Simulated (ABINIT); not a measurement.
Runs of ABINIT 10.8.3 (patched build) on B. Symmetry: Pm-3m, No. 221, cubic system. Conventional cell: a = 1.885 Å, b = 1.885 Å, c = 1.885 Å, α = 90.00°, β = 90.00°, γ = 90.00°. B (site symmetry m-3m) is surrounded by 6 B at 1.89 Å. The cell was built by a generator and needn't be a form met in nature.

```csv
task,level,potentials or basis,cell,cutoff (eV),cell freedom (optcell),optimiser (ionmov),cutoff smearing ecutsm (Ha),force stop (Ha/bohr),electron-positron correlation,gap on the mesh (eV),pressure (GPa),relaxed volume (Å³/atom)
relaxation of cell and atoms,AM05,PseudoDojo NC SR PBEsol v0.4 stringent,relaxed,1034,2,2,0.5,2e-05,-,none,0.0,6.56
relaxation of cell and atoms,PBEsol,PseudoDojo NC SR PBEsol v0.4.1 standard,relaxed,1034,2,2,0.5,2e-05,-,none,0.0,6.62
single point,PBEsol,PseudoDojo NC SR PBEsol v0.4.1 standard,as given,1034,-,-,-,-,-,none,(a),-
positron lifetime,PBEsol,JTH PAW PBE v2.0,as given,299,-,-,-,-,Boronski-Nieminen GGA,none,-3.9,-
relaxation of cell and atoms,PBE+D3(BJ),SG15 NC PBE v1.2,relaxed,599,2,2,0.5,2e-05,-,none,0.0,(b)
single point,LDA,PseudoDojo NC SR LDA v0.4 stringent,as given,925,-,-,-,-,-,none,-8.3,-
```

Alike in all rows: no spin polarisation; k mesh 10 × 10 × 10; smearing fermi-dirac 0.05 eV.

**Question.** Fill in the values left out.

**Answer.** (a) -2.7; (b) 6.51.

Caveats: the potentials were made for another functional, which shifts forces and pressure (some runs); the PAW basis is incomplete for the positron (some runs); the PAW data sets were made with another functional, which shifts forces and pressure a little (some runs); pairwise dispersion overbinds metals, which lowers pressure and volume (some runs).

A k mesh can miss the band edges.

A gap of «none» marks a metal or a gap under the smearing width.

Not every run made on this cell is shown here.
